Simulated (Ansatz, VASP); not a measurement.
B in VASP and in Ansatz

```xyz
8
Lattice="5.0272 0.0000 0.0000 0.0000 5.0272 0.0000 0.0000 0.0000 2.9064" Properties=species:S:1:pos:R:3 pbc="T T T"
B     2.5136    5.4244    0.0000
B     2.5136   -0.3971    1.4532
B    -0.3971    2.5136    2.1798
B     5.4244    2.5136    0.7266
B     2.5136    3.6932    0.0000
B     2.5136    1.3340    1.4532
B     1.3340    2.5136    2.1798
B     3.6932    2.5136    0.7266
```

Alike in both runs: functional PBE; k mesh 4 × 4 × 6; occupations gaussian, width 0.1 eV; no spin polarisation.

Ansatz relaxed the structure, and its values are those at the end. VASP's run is a single point on that final structure, the one shown.

|  | VASP | Ansatz |
| --- | --- | --- |
| version | VASP 6.6.1 | Ansatz 0.2.0 |
| potentials or method | VASP PAW PBE potentials, release 64 (B) | scalar-relativistic, plane waves, PAW |
| plane-wave cutoff (eV) | 520 | 420 |
| valence electrons in the cell | 24 | 24 |

```csv
,VASP,Ansatz,Ansatz less VASP
gap on the k mesh at the Fermi level (eV),none,none,-
pressure (GPa),-0.1,-0.1,0.00
rms of the force components (eV/Å),0.005,0.001,-0.0043
```

A gap of «none» marks a metal or a gap that the smearing closes. With one functional, cell and mesh, what is left measures potentials, basis and numerics.

Caveats: the k mesh is coarse (spacing up to 0.36 Å⁻¹), so the values aren't converged.
